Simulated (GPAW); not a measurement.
# GaAs (F-43m) in GPAW: settings compared, part 2 of 2

GPAW 26.7.0.

## (3) Born charges, PBE+D4

run.py reads:

```python
import json
import numpy as np
from ase import Atoms
from ase.calculators.mixing import SumCalculator
from ase.constraints import FixSymmetry
from ase.filters import FrechetCellFilter
from ase.io import write
from ase.optimize import BFGS
from dftd4.ase import DFTD4
from phonopy import Phonopy
from phonopy.structure.atoms import PhonopyAtoms
from gpaw import GPAW, PW
from gpaw.berryphase import polarization_phase

atoms = Atoms(['As', 'Ga'],
              cell=[[0.0, 2.82685, 2.82685],
                    [2.82685, 0.0, 2.82685],
                    [2.82685, 2.82685, 0.0]],
              scaled_positions=[[0.75, 0.75, 0.75],
                                [0.0, 0.0, 0.0]],
              pbc=True)

calc = GPAW(mode=PW(600),
            xc='PBE',
            kpts={'size': (5, 5, 5), 'gamma': True},
            occupations={'name': 'fermi-dirac', 'width': 0.01},
            nbands=11,
            convergence={'density': 1e-06, 'eigenstates': 1e-09},
            maxiter=150,
            txt='gpaw.txt')
atoms.calc = SumCalculator([calc, DFTD4(method='pbe')])
atoms.set_constraint(FixSymmetry(atoms))
BFGS(FrechetCellFilter(atoms), trajectory='relax.traj', logfile='-').run(fmax=0.005, steps=40)
atoms.set_constraint()
energy = atoms.get_potential_energy()
forces = atoms.get_forces()
stress = atoms.get_stress()
calc.write('gs.gpw')
write('result.traj', atoms)
print('Cell:', atoms.cell.cellpar().round(4))
print(atoms.get_scaled_positions().round(5))

n = len(atoms)
unit = PhonopyAtoms(symbols=atoms.get_chemical_symbols(), cell=atoms.cell[:], scaled_positions=atoms.get_scaled_positions())
ph = Phonopy(unit, supercell_matrix=np.eye(3, dtype=int), primitive_matrix=np.eye(3), symprec=1e-4)
ph.generate_displacements(distance=0.01, is_plusminus=True)
forces, phases = [], []
for i, move in enumerate(ph.dataset['first_atoms']):
    b = atoms.copy()
    b.positions[move['number']] += move['displacement']
    c = GPAW(mode=PW(510),
             xc='PBE',
             kpts={'size': (5, 5, 5), 'gamma': True},
             occupations={'name': 'fermi-dirac', 'width': 0.01},
             nbands=11,
             convergence={'density': 1e-06, 'eigenstates': 1e-09},
             maxiter=150,
             symmetry='off',
             txt=f'disp-{i:02d}.txt')
    b.calc = SumCalculator([c, DFTD4(method='pbe')])
    f = b.get_forces()
    forces.append(f - f.mean(axis=0))
    c.write('disp.gpw', 'all')
    phases.append(polarization_phase(gpw_wfs='disp.gpw')['phase_c'])
    print(move['number'], np.round(move['displacement'], 4), 'phases', phases[-1].round(5), flush=True)

# each pair of opposite moves, with its images under the space group
ops, cell, spos = ph.symmetry.symmetry_operations, atoms.cell[:].T, atoms.get_scaled_positions()
moves, dipoles = [[] for a in atoms], [[] for a in atoms]
for move, up, down in zip(ph.dataset['first_atoms'][::2], phases[::2], phases[1::2]):
    dphi = (up - down + np.pi) % (2 * np.pi) - np.pi
    dp = dphi @ atoms.cell[:] / (2 * np.pi)  # e A
    for w, t in zip(ops['rotations'], ops['translations']):
        x = w @ spos[move['number']] + t - spos
        b = np.linalg.norm(x - x.round(), axis=1).argmin()
        R = cell @ w @ np.linalg.inv(cell)
        moves[b].append(R @ move['displacement'] * 2)
        dipoles[b].append(R @ dp)
Z = np.array([np.linalg.lstsq(np.array(u), np.array(p), rcond=None)[0].T for u, p in zip(moves, dipoles)])  # Z[a, i, j] = dp_i / du_j
ph.forces = forces
ph.produce_force_constants()
ph.symmetrize_force_constants()
H = ph.force_constants.transpose(0, 2, 1, 3).reshape((3 * n, 3 * n))
rule = Z.sum(axis=0)
print('Sum of the charges:')
print(rule.round(4))
Z -= rule / n
for a in atoms:
    print(a.symbol)
    print(Z[a.index].round(3))
w = np.repeat(atoms.get_masses()**-0.5, 3)
omega2, modes = np.linalg.eigh(H * w * w[:, None])
nu = np.sign(omega2) * abs(omega2)**0.5 * 521.4709  # cm^-1
dipoles = np.einsum('aij,ajm->mi', Z, (modes * w[:, None]).reshape((n, 3, -1)))  # e / amu^0.5
optical = np.argsort(abs(omega2))[3:]
eps_ion = sum(np.outer(dipoles[m], dipoles[m]) / omega2[m] for m in optical) * 4 * np.pi * 14.399645 / atoms.get_volume()
for m in range(3 * n):
    print(f'{nu[m]:9.2f} cm^-1  IR {(dipoles[m]**2).sum():8.4f} e^2/amu')
print('Lattice part of the dielectric tensor:')
print(eps_ion.round(3))
json.dump({'Z': Z.tolist(), 'rule': rule.tolist(), 'nu': nu.tolist(), 'ir': (dipoles**2).sum(1).tolist(), 'eps_ion': eps_ion.tolist()},
          open('born.json', 'w'))
```

Potentials or basis: GPAW PAW data sets (gpaw-data 1.2.1), pw.

Command:

```sh
> OMP_NUM_THREADS=1 python run.py
```

gpaw.txt:

```text
__  _  _
 | _ |_)|_||  |
 |__||  | ||/\| - 26.7.0

Input parameters:
  mode=PW(ecut=600.0),
  convergence={'density': 1e-06, 'eigenstates': 1e-09},
  kpts=MonkhorstPack(size=(5, 5, 5), gamma=True),
  maxiter=150,
  nbands=11,
  occupations=Occupations(name='fermi-dirac', width=0.01),
  xc=XC(name='PBE')

Diagonalizing LCAO Hamiltonian
Converting LCAO to pw mode

                    As

       Ga

Atoms  # Å, Bohr magnetons
|   | symbol |        x |        y |        z |    initial magnetic moments |
|---|--------|----------|----------|----------|-----------------------------|
| 0 |     As | 4.240275 | 4.240275 | 4.240275 | ( 0.0000,  0.0000,  0.0000) |
| 1 |     Ga | 0.000000 | 0.000000 | 0.000000 | ( 0.0000,  0.0000,  0.0000) |

Unit cell  # Å
| periodic |        x |        y |        z |  lengths |    angles |
|----------|----------|----------|----------|----------|-----------|
|      yes | 0.000000 | 2.826850 | 2.826850 | 3.997770 | 60.000000 |
|      yes | 2.826850 | 0.000000 | 2.826850 | 3.997770 | 60.000000 |
|      yes | 2.826850 | 2.826850 | 0.000000 | 3.997770 | 60.000000 |

Number of symmetries: 24
Symmetry operations  # r_c * U_cc + t_c -> r_c
|    | kind |            matrix            |
|----|------|------------------------------|
|  0 |  E   |  1, 0, 0,  0, 1, 0,  0, 0, 1 |
|  1 |  σ   |  1, 0, 0,  0, 0, 1,  0, 1, 0 |
|  2 |  σ   |  1, 0,-1,  0, 1,-1,  0, 0,-1 |
|  3 |  C3  |  1, 0,-1,  0, 0,-1,  0, 1,-1 |
|  4 |  C3  |  1,-1, 0,  0,-1, 1,  0,-1, 0 |
|  5 |  σ   |  1,-1, 0,  0,-1, 0,  0,-1, 1 |
|  6 |  σ   |  0, 1, 0,  1, 0, 0,  0, 0, 1 |
|  7 |  C3  |  0, 1, 0,  0, 0, 1,  1, 0, 0 |
|  8 |  C2  |  0, 1,-1,  1, 0,-1,  0, 0,-1 |
|  9 |  S4  |  0, 1,-1,  0, 0,-1,  1, 0,-1 |
| 10 |  C3  |  0, 0, 1,  1, 0, 0,  0, 1, 0 |
| 11 |  σ   |  0, 0, 1,  0, 1, 0,  1, 0, 0 |
| 12 |  S4  |  0, 0,-1,  1, 0,-1,  0, 1,-1 |
| 13 |  C3  |  0, 0,-1,  0, 1,-1,  1, 0,-1 |
| 14 |  S4  |  0,-1, 1,  1,-1, 0,  0,-1, 0 |
| 15 |  C2  |  0,-1, 1,  0,-1, 0,  1,-1, 0 |
| 16 |  C3  |  0,-1, 0,  1,-1, 0,  0,-1, 1 |
| 17 |  S4  |  0,-1, 0,  0,-1, 1,  1,-1, 0 |
| 18 |  S4  | -1, 1, 0, -1, 0, 1, -1, 0, 0 |
| 19 |  C3  | -1, 1, 0, -1, 0, 0, -1, 0, 1 |
| 20 |  C3  | -1, 0, 1, -1, 1, 0, -1, 0, 0 |
| 21 |  S4  | -1, 0, 1, -1, 0, 0, -1, 1, 0 |
[... 179 lines left out ...]
Gap: 0.581 eV
Transition (v -> c):
  (s=0, k=0, n=3, [0.00, 0.00, 0.00]) -> (s=0, k=0, n=4, [0.00, 0.00, 0.00])
No difference between direct/indirect transitions

Stress tensor  # eV/Ang^3
|         x |         y |         z |
|-----------|-----------|-----------|
| -0.027329 | -0.000000 |  0.000000 |
| -0.000000 | -0.027329 |  0.000000 |
|  0.000000 |  0.000000 | -0.027329 |

Forces  # eV/Ang
|       x |        y |       z |
|---------|----------|---------|
| 0.00000 | -0.00000 | 0.00000 |  # As   0
| 0.00000 |  0.00000 | 0.00000 |  # Ga   1

Interpolating wave functions to new cell

                    As

       Ga

Atoms  # Å, Bohr magnetons
|   | symbol |        x |        y |        z |    initial magnetic moments |
|---|--------|----------|----------|----------|-----------------------------|
| 0 |     As | 4.246137 | 4.246137 | 4.246137 | ( 0.0000,  0.0000,  0.0000) |
| 1 |     Ga | 0.000000 | 0.000000 | 0.000000 | ( 0.0000,  0.0000,  0.0000) |

Unit cell  # Å
| periodic |         x |        y |        z |  lengths |    angles |
|----------|-----------|----------|----------|----------|-----------|
|      yes | -0.000000 | 2.830758 | 2.830758 | 4.003296 | 60.000000 |
|      yes |  2.830758 | 0.000000 | 2.830758 | 4.003296 | 60.000000 |
|      yes |  2.830758 | 2.830758 | 0.000000 | 4.003296 | 60.000000 |

Number of symmetries: 24
Symmetry operations  # r_c * U_cc + t_c -> r_c
|    | kind |            matrix            |
|----|------|------------------------------|
|  0 |  E   |  1, 0, 0,  0, 1, 0,  0, 0, 1 |
|  1 |  σ   |  1, 0, 0,  0, 0, 1,  0, 1, 0 |
|  2 |  σ   |  1, 0,-1,  0, 1,-1,  0, 0,-1 |
|  3 |  C3  |  1, 0,-1,  0, 0,-1,  0, 1,-1 |
|  4 |  C3  |  1,-1, 0,  0,-1, 1,  0,-1, 0 |
|  5 |  σ   |  1,-1, 0,  0,-1, 0,  0,-1, 1 |
|  6 |  σ   |  0, 1, 0,  1, 0, 0,  0, 0, 1 |
|  7 |  C3  |  0, 1, 0,  0, 0, 1,  1, 0, 0 |
|  8 |  C2  |  0, 1,-1,  1, 0,-1,  0, 0,-1 |
|  9 |  S4  |  0, 1,-1,  0, 0,-1,  1, 0,-1 |
| 10 |  C3  |  0, 0, 1,  1, 0, 0,  0, 1, 0 |
| 11 |  σ   |  0, 0, 1,  0, 1, 0,  1, 0, 0 |
| 12 |  S4  |  0, 0,-1,  1, 0,-1,  0, 1,-1 |
| 13 |  C3  |  0, 0,-1,  0, 1,-1,  1, 0,-1 |
| 14 |  S4  |  0,-1, 1,  1,-1, 0,  0,-1, 0 |
| 15 |  C2  |  0,-1, 1,  0,-1, 0,  1,-1, 0 |
| 16 |  C3  |  0,-1, 0,  1,-1, 0,  0,-1, 1 |
| 17 |  S4  |  0,-1, 0,  0,-1, 1,  1,-1, 0 |
| 18 |  S4  | -1, 1, 0, -1, 0, 1, -1, 0, 0 |
| 19 |  C3  | -1, 1, 0, -1, 0, 0, -1, 0, 1 |
| 20 |  C3  | -1, 0, 1, -1, 1, 0, -1, 0, 0 |
| 21 |  S4  | -1, 0, 1, -1, 0, 0, -1, 1, 0 |
[... 177 lines left out ...]
Gap: 0.549 eV
Transition (v -> c):
  (s=0, k=0, n=3, [0.00, 0.00, 0.00]) -> (s=0, k=0, n=4, [0.00, 0.00, 0.00])
No difference between direct/indirect transitions

Stress tensor  # eV/Ang^3
|         x |         y |         z |
|-----------|-----------|-----------|
| -0.025190 | -0.000000 | -0.000000 |
| -0.000000 | -0.025190 |  0.000000 |
| -0.000000 |  0.000000 | -0.025190 |

Forces  # eV/Ang
|        x |       y |       z |
|----------|---------|---------|
|  0.00000 | 0.00000 | 0.00000 |  # As   0
| -0.00000 | 0.00000 | 0.00000 |  # Ga   1

Interpolating wave functions to new cell

                    As

       Ga

Atoms  # Å, Bohr magnetons
|   | symbol |        x |        y |        z |    initial magnetic moments |
|---|--------|----------|----------|----------|-----------------------------|
| 0 |     As | 4.265619 | 4.265619 | 4.265619 | ( 0.0000,  0.0000,  0.0000) |
| 1 |     Ga | 0.000000 | 0.000000 | 0.000000 | ( 0.0000,  0.0000,  0.0000) |

Unit cell  # Å
| periodic |        x |        y |        z |  lengths |    angles |
|----------|----------|----------|----------|----------|-----------|
|      yes | 0.000000 | 2.843746 | 2.843746 | 4.021664 | 60.000000 |
|      yes | 2.843746 | 0.000000 | 2.843746 | 4.021664 | 60.000000 |
|      yes | 2.843746 | 2.843746 | 0.000000 | 4.021664 | 60.000000 |

Number of symmetries: 24
Symmetry operations  # r_c * U_cc + t_c -> r_c
|    | kind |            matrix            |
|----|------|------------------------------|
|  0 |  E   |  1, 0, 0,  0, 1, 0,  0, 0, 1 |
|  1 |  σ   |  1, 0, 0,  0, 0, 1,  0, 1, 0 |
|  2 |  σ   |  1, 0,-1,  0, 1,-1,  0, 0,-1 |
|  3 |  C3  |  1, 0,-1,  0, 0,-1,  0, 1,-1 |
|  4 |  C3  |  1,-1, 0,  0,-1, 1,  0,-1, 0 |
|  5 |  σ   |  1,-1, 0,  0,-1, 0,  0,-1, 1 |
|  6 |  σ   |  0, 1, 0,  1, 0, 0,  0, 0, 1 |
|  7 |  C3  |  0, 1, 0,  0, 0, 1,  1, 0, 0 |
|  8 |  C2  |  0, 1,-1,  1, 0,-1,  0, 0,-1 |
|  9 |  S4  |  0, 1,-1,  0, 0,-1,  1, 0,-1 |
| 10 |  C3  |  0, 0, 1,  1, 0, 0,  0, 1, 0 |
| 11 |  σ   |  0, 0, 1,  0, 1, 0,  1, 0, 0 |
| 12 |  S4  |  0, 0,-1,  1, 0,-1,  0, 1,-1 |
| 13 |  C3  |  0, 0,-1,  0, 1,-1,  1, 0,-1 |
| 14 |  S4  |  0,-1, 1,  1,-1, 0,  0,-1, 0 |
| 15 |  C2  |  0,-1, 1,  0,-1, 0,  1,-1, 0 |
| 16 |  C3  |  0,-1, 0,  1,-1, 0,  0,-1, 1 |
| 17 |  S4  |  0,-1, 0,  0,-1, 1,  1,-1, 0 |
| 18 |  S4  | -1, 1, 0, -1, 0, 1, -1, 0, 0 |
| 19 |  C3  | -1, 1, 0, -1, 0, 0, -1, 0, 1 |
| 20 |  C3  | -1, 0, 1, -1, 1, 0, -1, 0, 0 |
| 21 |  S4  | -1, 0, 1, -1, 0, 0, -1, 1, 0 |
[... 125 lines left out ...]
convergence criteria:
- Maximum integral of absolute [dens]ity change: 1e-06 electrons / valence electron
- Maximum integral of absolute [eigenst]ate change: 1e-09 eV^2 / valence electron
- Maximum [total energy] change in last 3 cyles: 0.0005 eV / valence electron
maximum number of iterations: 150

SCF iterations
|iter     | |      energy | eigst |  dens |
|---------|-|-------------|-------|-------|
|iter:   1| |   -8.194044 | -2.49 |       |
|iter:   2| |   -8.193511 | -4.94 | -1.92 |
|iter:   3| |   -8.190057c| -4.00 | -1.95 |
|iter:   4| |   -8.189894c| -5.19 | -2.71 |
|iter:   5| |   -8.189885c| -6.46 | -3.22 |
|iter:   6| |   -8.189885c| -7.08 | -3.69 |
|iter:   7| |   -8.189885c| -8.95 | -4.60 |
|iter:   8| |   -8.189885c|-10.38c| -5.02 |
|iter:   9| |   -8.189885c|-10.93c| -6.17c|

Converged in 9 steps
Energy contributions relative to reference atoms: (reference = -114387.645129)

Energy contributions:
  Kinetic:          24.540818
  Coulomb:         -21.705955
  Zero:              0.019562
  External:          0.000000
  Xc:              -11.044310
  Entropy:          -0.000000
  Spinorbit:         0.000000
  ----------------------------
  Free energy:      -8.189885
  Extrapolated:     -8.189885

dipole moment: (-11.085161, -11.085161, -11.085161)  # |e|*Ang
[... 17 lines left out ...]
Gap: 0.444 eV
Transition (v -> c):
  (s=0, k=0, n=3, [0.00, 0.00, 0.00]) -> (s=0, k=0, n=4, [0.00, 0.00, 0.00])
No difference between direct/indirect transitions

Stress tensor  # eV/Ang^3
|         x |         y |         z |
|-----------|-----------|-----------|
| -0.018377 |  0.000000 | -0.000000 |
|  0.000000 | -0.018377 | -0.000000 |
| -0.000000 | -0.000000 | -0.018377 |

Forces  # eV/Ang
|        x |        y |        z |
|----------|----------|----------|
|  0.00000 | -0.00000 |  0.00000 |  # As   0
| -0.00000 |  0.00000 | -0.00000 |  # Ga   1

# Writing to gs.gpw (mode='')
```

It took 2 min on 1 thread of Arm Neoverse V2, shared host; peak memory 0.32 GiB.

What came out:

```yaml
Free_energy: -9.0141 eV
Relaxed_volume: 23.00 Å³/atom
Relaxed_cell: a = 4.022 Å, b = 4.022 Å, c = 4.022 Å, α = 60.00°, β = 60.00°, γ = 60.00°
Space_group_after_relaxing_to_0.05_Å: F-43m (No. 216)
Pressure_after_relaxing: 0.0 GPa
Band_gap_on_the_k_mesh: 0.44 eV, direct
Born_charges_mean_of_the_diagonal: As -2.28; Ga +2.28 e
Highest_phonon_frequency_at_Γ_LO-TO_splitting_left_out: 272 cm⁻¹
Dispersion_energy_per_atom: -0.412 eV
```

Final structure:
```xyz
2
Lattice="0.0000 2.8437 2.8437 2.8437 0.0000 2.8437 2.8437 2.8437 0.0000" Properties=species:S:1:pos:R:3 pbc="T T T"
As    4.2656    4.2656    4.2656
Ga    0.0000    0.0000    0.0000
```

Phonon frequencies in cm⁻¹ (negative: imaginary):
```
              q point        frequencies
(0.000, 0.000, 0.000)  0 0 0 272 272 272
```

Born effective charge tensors (e):
atom 1, As
```
-2.28  0.00  0.00
 0.00 -2.28  0.00
 0.00  0.00 -2.28
```
atom 2, Ga
```
2.28 0.00 0.00
0.00 2.28 0.00
0.00 0.00 2.28
```

Caveat: the k mesh is coarse; the cutoff is short for stress and forces, so pressures can be off by a GPa or more; the LO-TO splitting is left out.

## (4) Comparison with measurements

Step 3. Measured gap of GaAs: 1.418 eV (direct; 300 K; “Evidence of valence band perturbations in GaAsN/GaAs(001): A combined variable-angle spectroscopic ellipsometry and modulated photoreflectance investigation”, 2008, arxiv:0805.2212). This calculation gives 0.44 eV (-0.97 eV). 3 values of this kind are on record (1.412 to 1.51 eV); this one was drawn at random among those near their median, those with a stated uncertainty first. Spin-orbit coupling on As, Ga is left out. The value is that of PBE+D4, without temperature or zero-point motion. Semilocal functionals fall short of measured gaps as a rule.
